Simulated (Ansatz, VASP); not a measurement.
## Gd in VASP and in Ansatz

The input INCAR:

```
SYSTEM = Gd
ALGO = Normal
EDIFF = 1E-6
ENCUT = 520
GGA = PE
ISIF = 2
ISMEAR = 0
ISPIN = 2
LASPH = .True.
LCHARG = .False.
LMAXMIX = 6
LORBIT = 11
LREAL = .False.
LWAVE = .False.
MAGMOM = 7.94
NBANDS = 19
NELM = 150
PREC = Accurate
SIGMA = 0.05
```

Contents of KPOINTS:

```
k-points
0
Gamma
  6 6 6
  0 0 0
```

File POSCAR:

```
Gd
1.0
    0.0000000000      2.5466044155      2.5466044155
    2.5466044155      0.0000000000      2.5466044155
    2.5466044155      2.5466044155      0.0000000000
Gd
1
Direct
    0.0000000000      0.0000000000      0.0000000000
```

Input for Ansatz:

```yaml
crystal:
  lattice:
    - [0.0, 2.5466044155, 2.5466044155]
    - [2.5466044155, 0.0, 2.5466044155]
    - [2.5466044155, 2.5466044155, 0.0]
  atoms:
    - { symbol: Gd, position: [0.0, 0.0, 0.0], spin: 7.94 }
basis:
  ecutwfc: 420
  ecutrho_ratio: 4
kpoints:
  mp_grid: { grid: [6, 6, 6] }
hamiltonian:
  xc: pbe
scf:
  occupations: { method: gaussian, width: 0.05 }
output:
  forces: true
  stress: true
  eigenvalues: true
  populations: true
magnetization:
  spin_polarized: true
```

Alike in both runs: task single point; functional PBE; k mesh 6 × 6 × 6; occupations gaussian, width 0.05 eV; collinear spin.

```csv
,VASP,Ansatz
version,VASP 6.6.1,Ansatz 0.2.0
potentials or method,"VASP PAW PBE potentials, release 64 (Gd)","scalar-relativistic, plane waves, PAW"
plane-wave cutoff (eV),520,420
valence electrons in the cell,18,18
```

|  | VASP | Ansatz | Ansatz less VASP |
| --- | --- | --- | --- |
| gap on the k mesh at the Fermi level (eV) | none | none | - |
| pressure (GPa) | -0.1 | -0.2 | -0.12 |
| net moment per atom (μB) | 7.40 | 7.40 | -0.002 |
| size of the moment on the site where the two differ most (μB) | 6.92 | 7.22 | +0.299 |

Site moments also hang on the region over which each program counts them. A gap of «none» marks a metal or a gap that the smearing closes. The functional is the same, so the differences come from potentials, cutoffs and numerics. Ansatz warned: «given_moment_on_shells».

Caveats: spin-orbit coupling is left out, which moves the levels of the heavy elements. The state reached can hang on the start; a lower one may exist.
